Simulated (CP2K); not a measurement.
InSe:

```
CELL_PARAMETERS angstrom
8.75025 0.00000 0.00000
7.83599 3.89411 0.00000
7.83599 1.83973 3.43213
ATOMIC_POSITIONS crystal
In 0.88860 0.88860 0.88860
In 0.00000 0.00000 0.00000
Se 0.17190 0.17190 0.17190
Se 0.38350 0.38350 0.38350
```

Base run:

* Program: CP2K 2026.2
* Functional: PBEsol
* Potentials or basis: POTENTIAL_UZH In GTH-PBE-q13, Se GTH-PBE-q6; TZVP-MOLOPT-PBE-GTH basis
* Density cutoff: 9184 eV
* k mesh: 8 × 8 × 8
* Occupations: fermi-dirac, width 0.05 eV
* Spin: no spin polarisation

Its results: band gap on the k mesh 0.29 eV, direct; pressure 1.1 GPa; largest force 0.464 eV/Å.

After a change of settings the same cell gave: band gap on the k mesh 0.36 eV, direct; pressure 1.6 GPa; largest force 0.454 eV/Å. Which change was it?
A. functional from PBEsol to AM05
B. functional from PBEsol to LDA
C. functional from PBEsol to TASK

A.

Caveats: the potentials were made for another functional, which shifts forces and pressure; spin-orbit coupling is left out, which moves the levels of the heavy elements; the basis of atomic orbitals isn't converged, which shifts pressures, moduli and gaps.

Runs at the PBE level aren't shown here.
